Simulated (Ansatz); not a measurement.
# Bands of SnO₂

```
Sn O
1.0
     4.73735    0.00000    0.00000
     0.00000    4.73735    0.00000
     0.00000    0.00000    3.18640
Sn O
2 4
Direct
  0.00000 0.00000 0.00000
  0.50000 0.50000 0.50000
  0.30562 0.30562 0.00000
  0.19438 0.80562 0.50000
  0.69438 0.69438 0.00000
  0.80562 0.19438 0.50000
```

Atoms are numbered in the order listed.

The cell comes from COD entry 2101853, which wasn't checked; take it as a given geometry.

Spin–orbit coupling is left out, though it moves levels of the heavy atoms by tenths of an eV or more.

These are results of DFT, PBE, all-electron LAPW, scalar-relativistic in Ansatz 0.2.0, not measurements.

Settings: a Γ-centred 4×4×6 k mesh, Fermi–Dirac smearing of 0.03 eV, basis error target 1 meV/atom, no spin polarisation.

Points in fractions of the reciprocal vectors of this cell: Γ (0, 0, 0), X (0, 0.5, 0), M (0.5, 0.5, 0), Z (0, 0, 0.5), R (0, 0.5, 0.5), A (0.5, 0.5, 0.5). The path joins them by straight lines in the order Γ–X–M–Γ–Z–R–A–Z–X; legs that retrace an earlier one aren't tabulated. Energies are in eV from the top of the valence band.

(1) Metal or insulator at this level of theory?

(2) Tabulate bands 46 to 51, counted from the lowest band of the run, along the path.

## Answers

(1) An insulator or semiconductor: gap 1.26 eV, direct at Γ.

(2) 
```
k (1/Å)  point  band 46  band 47  band 48  band 49  band 50  band 51
   0.00      Γ    -0.78    -0.78     0.00     1.26     6.21     6.35
   0.09           -0.91    -0.78    -0.03     1.41     6.14     6.37
   0.19           -1.20    -0.77    -0.10     1.79     6.00     6.44
   0.28           -1.20    -0.75    -0.22     2.29     5.83     6.55
   0.38           -1.19    -0.73    -0.35     2.83     5.60     6.71
   0.47           -1.19    -0.70    -0.48     3.39     5.29     6.88
   0.57           -1.19    -0.67    -0.57     3.94     4.91     7.04
   0.66      X    -1.19    -0.63    -0.63     4.45     4.45     7.13
   0.76           -1.20    -0.64    -0.64     4.47     4.47     7.15
   0.85           -1.21    -0.69    -0.69     4.53     4.53     7.21
   0.95           -1.24    -0.74    -0.74     4.62     4.62     7.30
   1.04           -1.26    -0.80    -0.80     4.71     4.71     7.40
   1.14           -1.29    -0.86    -0.86     4.80     4.80     7.48
   1.23           -1.31    -0.89    -0.89     4.86     4.86     7.53
   1.33      M    -1.31    -0.91    -0.91     4.88     4.88     7.55
   1.46           -1.29    -0.90    -0.86     4.73     4.94     7.51
   1.59           -1.25    -0.88    -0.75     4.32     5.10     7.37
   1.73           -1.20    -0.85    -0.58     3.70     5.34     7.14
   1.86           -1.18    -0.82    -0.38     2.97     5.60     6.88
   2.00           -1.19    -0.80    -0.19     2.20     5.85     6.65
   2.13           -1.01    -0.79    -0.05     1.55     6.08     6.43
   2.26      Γ    -0.78    -0.78     0.00     1.26     6.21     6.35
   2.40           -0.76    -0.76    -0.04     1.62     6.33     6.57
   2.55           -0.75    -0.75    -0.17     2.44     6.60     7.17
   2.69           -0.81    -0.81    -0.38     3.36     6.88     7.99
   2.83           -0.91    -0.91    -0.64     4.25     7.01     8.83
   2.97           -1.05    -1.05    -0.96     5.03     6.91     8.93
   3.11           -1.31    -1.19    -1.19     5.67     6.62     9.26
   3.25      Z    -1.66    -1.26    -1.26     6.20     6.20     9.76
   3.34           -1.64    -1.25    -1.25     6.21     6.21     9.64
   3.44           -1.58    -1.24    -1.24     6.24     6.24     9.36
   3.53           -1.49    -1.18    -1.18     6.28     6.28     9.02
   3.63           -1.35    -1.06    -1.06     6.34     6.34     8.67
   3.72           -1.22    -0.89    -0.89     6.40     6.40     8.37
   3.82           -1.13    -0.75    -0.75     6.46     6.46     8.16
   3.91      R    -1.10    -0.70    -0.70     6.48     6.48     8.08
   4.01           -1.09    -0.74    -0.74     6.34     6.34     8.19
   4.10           -1.06    -0.83    -0.83     6.01     6.01     8.44
   4.20           -1.01    -0.95    -0.95     5.65     5.65     8.67
   4.29           -1.04    -0.95    -0.95     5.32     5.32     8.83
   4.39           -1.02    -0.89    -0.89     5.06     5.06     8.91
   4.48           -0.97    -0.85    -0.85     4.90     4.90     8.93
   4.58      A    -0.95    -0.84    -0.84     4.85     4.85     8.94
   4.71           -0.98    -0.88    -0.86     4.94     4.98     8.82
   4.84           -1.06    -1.00    -0.91     5.18     5.35     8.52
   4.98           -1.17    -1.00    -0.98     5.50     5.92     8.17
   5.11           -1.29    -1.13    -1.09     5.80     6.41     8.06
   5.25           -1.49    -1.29    -1.18     6.03     6.43     8.56
   5.38           -1.62    -1.27    -1.24     6.16     6.27     9.32
   5.51      Z    -1.66    -1.26    -1.26     6.20     6.20     9.76
   5.68           -1.29    -1.20    -1.18     5.69     6.62     9.20
   5.85           -1.08    -0.99    -0.92     5.12     6.88     8.83
   6.02           -0.96    -0.87    -0.61     4.55     6.85     8.83
   6.19           -0.98    -0.86    -0.48     4.12     6.43     8.23
   6.36           -1.34    -0.77    -0.51     3.95     5.74     7.62
   6.53           -1.27    -0.69    -0.58     4.08     5.03     7.23
   6.70      X    -1.19    -0.63    -0.63     4.45     4.45     7.13
```
